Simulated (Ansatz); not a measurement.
# Cd: stress in a strained cell

Cd is deformed so: zz strain of -1 %. What stress and forces result, by LAPW, PAW and all-electron datasets made for the crystal?

Method: DFT PBE, scalar-relativistic, in Ansatz 0.2.0.

## Step 1: Starting point

Symmetry: P6_3/mmc, No. 194, hexagonal system. Conventional cell: a = 2.979 Å, b = 2.979 Å, c = 5.618 Å, α = 90.00°, β = 90.00°, γ = 120.00°. Around Cd (site symmetry -6m2) lie 12 Cd at 2.98 to 3.29 Å.

Structure file:

```
CELL_PARAMETERS angstrom
2.97887 0.00000 0.00000
-1.48944 2.57978 0.00000
0.00000 0.00000 5.61765
ATOMIC_POSITIONS crystal
Cd 0.33333 0.66667 0.25000
Cd 0.66667 0.33333 0.75000
```

Atoms are numbered in the order of the input: Cd1, Cd2.

## Step 2: The deformed structure

Space group P6_3/mmc before, P6_3/mmc after.

## Step 3: Full-potential LAPW

The input, input.yaml:

```yaml
crystal:
  lattice:
    - [2.9788725081, 0.0, 0.0]
    - [-1.489436254, 2.5797792666, 0.0]
    - [0.0, 0.0, 5.5614735]
  atoms:
    - { symbol: Cd, position: [0.3333333333, 0.6666666667, 0.25] }
    - { symbol: Cd, position: [0.6666666667, 0.3333333333, 0.75] }
kpoints:
  mp_grid: { grid: [14, 14, 7] }
  band_path:
    path:
      - [0.0, 0.0, 0.0]
      - [0.5, 0.0, 0.0]
      - [0.3333333333, 0.3333333333, 0.0]
      - [0.0, 0.0, 0.0]
      - [0.0, 0.0, 0.5]
      - [0.5, 0.0, 0.5]
      - [0.3333333333, 0.3333333333, 0.5]
      - [0.0, 0.0, 0.5]
      - [0.5, 0.0, 0.5]
    npoints: 5
scf:
  occupations: { method: fermi_dirac, width: 0.05 }
hamiltonian:
  xc: pbe
  pseudopotentials: { kind: all_electron, lapw: { basis_error: 0.00025 } }
output:
  forces: true
  stress: true
  eigenvalues: true
```

Launch:

```
$ ansatz run input.yaml --threads 1 --pin off --max-ram 3072MiB --backend cpu --events-out ev --progress --plain --runs-dir out
```

## Step 4: Frozen-core PAW

The input, input.yaml:

```yaml
crystal:
  lattice:
    - [2.9788725081, 0.0, 0.0]
    - [-1.489436254, 2.5797792666, 0.0]
    - [0.0, 0.0, 5.5614735]
  atoms:
    - { symbol: Cd, position: [0.3333333333, 0.6666666667, 0.25] }
    - { symbol: Cd, position: [0.6666666667, 0.3333333333, 0.75] }
kpoints:
  mp_grid: { grid: [14, 14, 7] }
scf:
  occupations: { method: fermi_dirac, width: 0.05 }
hamiltonian:
  xc: pbe
  pseudopotentials: { kind: paw }
output:
  forces: true
  stress: true
  eigenvalues: true
  efg: { contact_densities: true }
  write_density: true
  write_potential: true
  elf: true
  volumetric_format: npy
```

## Step 5: All-electron PAW on datasets made for the crystal

input.yaml: that of step 4 with these lines changed.

```diff
@@ -14,3 +14,3 @@
   xc: pbe
-  pseudopotentials: { kind: paw }
+  pseudopotentials: { kind: all_electron, datasets: crystal }
 output:
@@ -20,5 +20 @@
   efg: { contact_densities: true }
-  write_density: true
-  write_potential: true
-  elf: true
-  volumetric_format: npy
```

(Steps that only read results are left out.)

**Question.** What will these runs give? Wanted: pressure; largest shear or deviatoric stress.

**Answer**, as computed:

```
                                 quantity                                           value
                                 pressure  LAPW 3.46, PAW 3.46, crystal datasets 3.46 GPa
largest shear or deviatoric stress (LAPW)                                        0.86 GPa
```

**Reading.** The largest part of the stress beyond the pressure is 0.86 GPa in size, in the zz component; the atoms are carried along and not relaxed. No run of the undeformed cell stands beside it, so the pressure holds what the given cell had before the change. PAW: stress within 0.01 GPa of LAPW. Crystal datasets: stress within 0.01 GPa of LAPW.
